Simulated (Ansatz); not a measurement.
## The polar optical mode of CaO at 20 GPa, worked through

These are results of Ansatz, DFT PBE, scalar-relativistic, plane waves, PAW, not measurements. Settings: 420 eV plane-wave cutoff, Γ-centred 8×8×8 mesh, fixed occupations. No spin polarisation. Phonons by linear response, acoustic sum rule imposed.

The cell, relaxed at 20 GPa:
```cif
data_structure
_symmetry_space_group_name_H-M 'Fm-3m'
_symmetry_Int_Tables_number 225
_cell_length_a 4.6107
_cell_length_b 4.6107
_cell_length_c 4.6107
_cell_angle_alpha 90.000
_cell_angle_beta 90.000
_cell_angle_gamma 90.000
_cell_volume 98.02
loop_
_atom_site_label
_atom_site_type_symbol
_atom_site_symmetry_multiplicity
_atom_site_Wyckoff_symbol
_atom_site_fract_x
_atom_site_fract_y
_atom_site_fract_z
_atom_site_occupancy
Ca1 Ca 4 a 0.00000 0.00000 0.00000 1
O1 O 4 b 0.50000 0.00000 0.00000 1
```

Other phases may be more stable at this pressure.

Linear response gives ν_TO = 354.4 cm⁻¹, Born charges ±2.406 e (positive on Ca) and ε∞ = 3.867. The primitive cell holds 24.504 Å³, and the masses are 40.078 and 15.999 amu.

Problem. Find ν_LO and the static dielectric constant.

Solution. The long-wave field adds a restoring force: ω_LO² − ω_TO² = Z*²e²/(ε_vac ε∞ μV). In these units ν_LO² − ν_TO² = 4.92064×10⁷ Z*²/(μ V ε∞) cm⁻², with μ = m₁m₂/(m₁ + m₂) = 11.434 amu: 262992 cm⁻². So ν_LO = √(354.4² + 262992) = 623.3 cm⁻¹, and the run gives 623.3. Lyddane–Sachs–Teller then gives ε0 = ε∞ (ν_LO/ν_TO)² = 11.97, against 11.97 in the run (it forms both from the same three quantities, so the match checks the arithmetic only). Between ν_TO and ν_LO the dielectric function is negative and an undamped crystal reflects fully: a reststrahlen band from 16.0 to 28.2 μm.

Problem. What do the Clausius–Mossotti polarisability and the Szigeti charge come to?

Solution. With the Lorentz local field, α = (3V/4π)(ε∞ − 1)/(ε∞ + 2) = 2.86 Å³ for the pair, and e_S = 3Z*/(ε∞ + 2) = 1.23 e. The Born charge includes the electrons' response to the dipole's own local field, and e_S takes that enhancement out. The Lorentz field assumes point-like polarisable ions, a fair picture at this small ε∞.

Problem. How strongly does a slow electron couple to the LO mode?

Solution. For one isotropic parabolic band, Fröhlich's constant is α_F = (1/ε∞ − 1/ε0) √(m* Ry/ħω_LO), with Ry = 13.606 eV, ħω_LO = 77.3 meV and m* in free-electron masses: α_F = 0.1750 × 13.27 × √m* = 2.32 √m*. The band mass isn't part of this run; for m* = 0.1, 0.3 and 1 it gives 0.73, 1.27, 2.32. In weak coupling the polaron lies α_F ħω_LO below the band edge (98 meV at m* = 0.3) with a mass m*(1 + α_F/6); past α_F of about 5 or 6 that expansion fails. A semilocal functional's ε∞ tends to be too large, which taken alone lowers α_F.